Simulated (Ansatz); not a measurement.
Starting structure of a cell relaxation (symmetry kept):

```
Cu O
1.0
     2.87950    0.00000    0.00000
     0.03907    2.87928    0.00000
     0.01750    0.01724    5.17634
Cu O
2 2
Direct
  0.50000 0.00000 0.50000
  0.00000 0.50000 0.00000
  0.00158 0.99833 0.25011
  0.99842 0.00167 0.74989
```

Method: DFT PBE+U, scalar-relativistic, plane waves, PAW in Ansatz 0.2.0.

Cutoff 420 eV; k points 14×14×8 on the computed 4-atom cell (Γ-centred); Gaussian smearing, width 0.10 eV; U_eff Cu 4.00 eV on the d shells (Löwdin-orthogonalised atomic orbitals); collinear spin from starting moments -0.59 0.59 0 0 μB.

Task: What does it relax to?

Result: The volume rises by 0.57 Å³/atom to 11.30 Å³/atom, and the energy falls by 13.1 meV/atom. The cell ends with a moment of 0.00 μB (only this magnetic start was tried). Final structure:
```cif
data_structure
_symmetry_space_group_name_H-M 'C2/c'
_symmetry_Int_Tables_number 15
_cell_length_a 4.1726
_cell_length_b 4.1434
_cell_length_c 5.2274
_cell_angle_alpha 90.000
_cell_angle_beta 90.158
_cell_angle_gamma 90.000
_cell_volume 90.37
loop_
_atom_site_label
_atom_site_type_symbol
_atom_site_symmetry_multiplicity
_atom_site_Wyckoff_symbol
_atom_site_fract_x
_atom_site_fract_y
_atom_site_fract_z
_atom_site_occupancy
Cu1 Cu 4 c 0.25000 0.75000 0.50000 1
O1 O 4 e 0.50000 0.50084 0.25000 1
```

Course of the relaxation (steps run on the plane waves of an earlier cell, and the basis is chosen afresh near the end, so energy and pressure can step there; trial steps that raised the energy were taken back; energies are free energies):

```tsv
step	E − E_final (meV/atom)	largest force component (eV/Å)	P (GPa)	V (Å³/atom)
1	13.1	0.013	7.97	10.73
2	4.9	0.007	3.90	11.00
3	2.9	0.001	-0.17	11.27
4	2.8	0.001	0.00	11.26
5	0.0	0.001	0.39	11.26
6	0.1	0.000	0.02	11.30
7	0.0	0.000	0.03	11.30
8	0.0	0.000	0.01	11.30
9	0.0	0.000	0.01	11.30
```

The state reached may not be the lowest one.